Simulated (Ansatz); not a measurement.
# I (omega type): a relaxation

Aim: a sound relaxation of I (omega type). The structure is shown as the input types it.

Computed with Ansatz 0.2.0 (Kohn-Sham DFT, with the functional, basis and potentials that each input names, unless a step's input says otherwise).

1 further run of the same task is left out (it didn't finish).

## (1) The system as given

It takes space group P6/mmm (No. 191, hexagonal). Conventional cell: a = 5.939 Å, b = 5.939 Å, c = 2.403 Å, α = 90.00°, β = 90.00°, γ = 120.00°. Around I (site symmetry 6/mmm) lie 2 I at 2.40 Å. I (site symmetry -6m2) has 2 I at 2.40 Å as nearest neighbours.

As a file:

```xyz
3
Lattice="5.9393 0.0000 0.0000 -2.9696 5.1436 0.0000 0.0000 0.0000 2.4029" Properties=species:S:1:pos:R:3 pbc="T T T"
I     0.0000    0.0000    0.0000
I     0.0000    3.4290    1.2014
I     2.9696    1.7145    1.2014
```

## (2) Running it

Contents of input.yaml:

```yaml
crystal:
  lattice:
    - [5.9392670739, 0.0, 0.0]
    - [-2.969633537, 5.1435561658, 0.0]
    - [0.0, 0.0, 2.4028912762]
  atoms:
    - { symbol: I, position: [0.0, 0.0, 0.0] }
    - { symbol: I, position: [0.3333333333, 0.6666666667, 0.5] }
    - { symbol: I, position: [0.6666666667, 0.3333333333, 0.5] }
kpoints:
  mp_grid: { grid: [6, 6, 9] }
scf:
  occupations: { method: fermi_dirac, width: 0.1 }
  max_iter: 80
hamiltonian:
  xc: scan0x
  pseudopotentials: { kind: paw }
output:
  forces: true
  stress: true
relax:
  f_tol: 0.005
  max_steps: 30
  cell: { stress_tol: 0.49, fix: [volume] }
```

Launch:

```sh
ansatz run input.yaml --threads 1 --pin off --max-ram 3072MiB --backend cpu --events-out ev --progress --plain --runs-dir out
```

**Question.** How will this run end, and is anything wrong with its input?

The run ended at the input check. It says: «line 16 column 7: hamiltonian.xc: unknown variant `scan0x`, expected one of `lda`, `lda-pw`, `pw92`, `pbe`, `pbesol`, `rpbe`, `revpbe`, `blyp`, ...»

In the input, hamiltonian.xc is scan0x. The method's name matches nothing in the program's list.

What to do: set hamiltonian.xc to pbe. Any name on the list would pass the check; a listed functional of a like name need not be the same functional.
